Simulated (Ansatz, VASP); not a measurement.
Two plane-wave programs on KCl

The input INCAR:

```
  PREC = Accurate
  ENCUT = 600
  EDIFF = 1E-7
  ISMEAR = 0
  SIGMA = 0.02
  LREAL = False
  LASPH = True
  NELM = 60
  ALGO = Normal
  ISIF = 3
  LWAVE = False
  LCHARG = False
  GGA = PE
  IBRION = 2
  NSW = 100
  EDIFFG = -0.005
```

The input KPOINTS:

```
regular mesh
0
Gamma
  6 6 6
```

File POSCAR:

```
KCl
1.0
    0.0000000000      3.1418713000      3.1418713000
    3.1418713000      0.0000000000      3.1418713000
    3.1418713000      3.1418713000      0.0000000000
K Cl
1 1
Direct
    0.0000000000      0.0000000000      0.0000000000
    0.5000000000      0.5000000000      0.5000000000
```

Input for Ansatz:

```yaml
crystal:
  lattice:
    - [0.0, 3.1418713, 3.1418713]
    - [3.1418713, 0.0, 3.1418713]
    - [3.1418713, 3.1418713, 0.0]
  atoms:
    - { symbol: K, position: [0.0, 0.0, 0.0] }
    - { symbol: Cl, position: [0.5, 0.5, 0.5] }
basis:
  ecutwfc: 420
kpoints:
  mp_grid: { grid: [6, 6, 6] }
hamiltonian:
  xc: pbe
scf:
  occupations: { method: gaussian, width: 0.02 }
output:
  forces: true
  stress: true
  eigenvalues: true
relax:
  adjacent_minimum: "off"
  f_tol: 0.005
  max_steps: 80
  cell: { stress_tol: 0.05 }
```

The cell is a database's computed one.

Alike in both runs: task relaxation of cell and atoms; functional PBE; k mesh 6 × 6 × 6; occupations gaussian, width 0.02 eV; no spin polarisation.

```csv
,VASP,Ansatz
version,VASP 6.6.1,Ansatz 0.2.0
potentials or method,"VASP PAW PBE potentials, release 64 (K_sv, Cl)","scalar-relativistic, plane waves, PAW"
plane-wave cutoff (eV),600,420
valence electrons in the cell,16,16
```

VASP gave:

* gap on the k mesh at the Fermi level, each at its own relaxed structure (eV): 5.04
* relaxed volume (Å³/atom): 32.58
* relaxed cell length with the largest relative difference (Å): 4.517
* energy change over the relaxation (meV/atom): -4

Problem. Estimate Ansatz's values.

Solution. gap on the k mesh at the Fermi level, each at its own relaxed structure (eV): 5.05; relaxed volume (Å³/atom): 32.43; relaxed cell length with the largest relative difference (Å): 4.510; energy change over the relaxation (meV/atom): -4.

A hybrid or GW would open this gap; PBE tends to underestimate it.
